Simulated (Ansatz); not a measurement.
Runs of Ansatz 0.2.0 on PtSe2 (Sudovikovite). Symmetry: P-3m1, No. 164, trigonal system. Conventional cell: a = 3.724 Å, b = 3.724 Å, c = 5.062 Å, α = 90.00°, β = 90.00°, γ = 120.00°. Pt (site symmetry -3m) is surrounded by 6 Se at 2.49 Å. Around Se (site symmetry 3m) lie 3 Pt at 2.49 Å. 

| potentials or basis | cutoff (eV) | basis error allowed | pressure (GPa) | largest force (eV/Å) |
| --- | --- | --- | --- | --- |
| all-electron PAW datasets made for the crystal | 360 | - | 2.1 | 0.34 |
| all-electron LAPW, scalar-relativistic | 292 | 0.002 eV/atom | 2.1 | 0.34 |
| all-electron LAPW, non-relativistic | 292 | 0.002 eV/atom | 12.2 | 1.55 |
| all-electron LAPW, inner shells corrected to Dirac's equation | 293 | 0.002 eV/atom | (a) | 0.34 |

Alike in all rows: task band structure; level PBEsol; no spin polarisation; cell as given; k mesh 8 × 8 × 5; smearing fermi-dirac 0.05 eV.

Task: Estimate the missing entries.

Result: (a) 2.2.

Caveats: relativity is left out, which matters for the heavier elements (some runs); forces of over 1 eV/Å show positions far from the minimum, so gaps and moduli don't describe the material at rest (some runs).

The runs don't all hold the same shells in valence.
